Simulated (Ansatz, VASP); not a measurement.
**Ti3Si2 in VASP and in Ansatz**

```
Ti Si
1.0
     4.55065    0.00000    0.00000
     0.00000    4.55065    0.00000
     0.00000    0.00000    4.55065
Ti Si
3 2
Direct
  0.50000 0.00000 0.00000
  0.00000 0.50000 0.00000
  0.00000 0.00000 0.50000
  0.50000 0.50000 0.50000
  0.00000 0.00000 0.00000
```

Alike in both runs: functional PBE; k mesh 4 × 4 × 4; occupations gaussian, width 0.1 eV; no spin polarisation.

Ansatz relaxed the structure, and its values are those at the end. VASP's run is a single point on that final structure, the one shown.

|  | VASP | Ansatz |
| --- | --- | --- |
| version | VASP 6.6.1 | Ansatz 0.2.0 |
| potentials or method | VASP PAW PBE potentials, release 64 (Ti_sv, Si) | scalar-relativistic, plane waves, PAW |
| plane-wave cutoff (eV) | 520 | 420 |
| valence electrons in the cell | 44 | 44 |

```csv
,VASP,Ansatz,Ansatz less VASP
gap on the k mesh at the Fermi level (eV),none,none,-
pressure (GPa),0.1,0.1,-0.01
```

A gap of «none» marks a metal or a gap that the smearing closes. With one functional, cell and mesh, what is left measures potentials, basis and numerics.
